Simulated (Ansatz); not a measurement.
**AlN (P6_3mc): a single-point run**

The task is a single-point run on AlN (P6_3mc). The structure is shown as the input types it.

Computed with Ansatz 0.2.0 (DFT PBE, scalar-relativistic, plane waves, PAW, unless a step's input says otherwise).

3 further runs of the same task are left out: 3 set aside as unsound or not needed. Runs told in other sessions of the task aren't counted.

### 1 The structure to begin with

It takes space group P6_3mc (No. 186, hexagonal). Conventional cell: a = 3.130 Å, b = 3.130 Å, c = 5.018 Å, α = 90.00°, β = 90.00°, γ = 120.00°. Around Al (site symmetry 3m) lie 4 N at 1.90 to 1.91 Å. N (site symmetry 3m) has 4 Al at 1.90 to 1.91 Å in its first shell of neighbours.

As a file:

```
CELL_PARAMETERS angstrom
3.13023 0.00000 0.00000
-1.56512 2.71086 0.00000
0.00000 0.00000 5.01807
ATOMIC_POSITIONS crystal
Al 0.33333 0.66667 0.00173
Al 0.66667 0.33333 0.50173
N 0.33333 0.66667 0.38327
N 0.66667 0.33333 0.88327
```

### 2 Running it

The input, input.yaml:

```yaml
crystal:
  lattice:
    - [3.130230491908, -2.886762633685e-11, 0.0]
    - [-1.565115245929, 2.710859125707, 0.0]
    - [0.0, 0.0, 5.0180689062]
  atoms:
    - { symbol: Al, position: [0.3333333333333, 0.6666666666667, 0.0017302439] }
    - { symbol: Al, position: [0.6666666666667, 0.3333333333333, 0.5017302439] }
    - { symbol: "N", position: [0.3333333333333, 0.6666666666667, 0.3832697561] }
    - { symbol: "N", position: [0.6666666666667, 0.3333333333333, 0.8832697561] }
basis:
  ecutwfc: 420
  ecutrho_ratio: 0
kpoints:
  mp_grid: { grid: [12, 12, 8] }
hamiltonian:
  xc: pbe
scf:
  occupations: { method: gaussian, width: 0.05 }
  max_iter: 80
output:
  forces: true
  stress: true
```

Started as:

```console
$ ansatz run input.yaml --threads 4 --pin off --max-ram 7168MiB --backend cpu --events-out ev --progress --plain --runs-dir out
```

Q: Will this input give a usable result? If not, why, and what should change?

Nothing was computed: the input was turned down at the start. It says: «invalid value for `basis.ecutrho_ratio`: must be in [1, 1024]; got 0»

The suspect setting: basis.ecutrho_ratio is 0. A value lies outside the range that the key allows.

Fix: set basis.ecutrho_ratio to 4.
